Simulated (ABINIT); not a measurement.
Au:

```
CELL_PARAMETERS angstrom
0.00000 2.03500 2.03500
2.03500 0.00000 2.03500
2.03500 2.03500 0.00000
ATOMIC_POSITIONS crystal
Au 0.00000 0.00000 0.00000
```

```yaml
Program: ABINIT 10.8.3 (patched build)
Task: single point
Functional: PBEsol
Potentials_or_basis: PseudoDojo NC SR PBEsol v0.4.1 standard
Cutoff: 1034 eV
k_mesh: 11 × 11 × 11
Occupations: fermi-dirac, width 0.05 eV
Spin: no spin polarisation
```

On this cell: pressure 1.2 GPa; band gap on the k mesh none (metal or under the smearing width).

The same run follows on a disturbed copy (cell strained at random at fixed volume):

```
Au
1.0
     0.05952    2.03278    2.02390
     2.06284    0.03015    2.05328
     2.07413    2.07344    0.01886
Au
1
Direct
  0.99810 0.99583 0.01853
```

Task: What changes?

Result: The energy (extrapolated to zero smearing) moves by +5.9 meV/atom; pressure 1.4 GPa; band gap on the k mesh none (metal or under the smearing width).

Stress tensor (GPa, compression positive):
```
 1.56 -1.97 -1.44
-1.97  1.40  0.23
-1.44  0.23  1.37
```
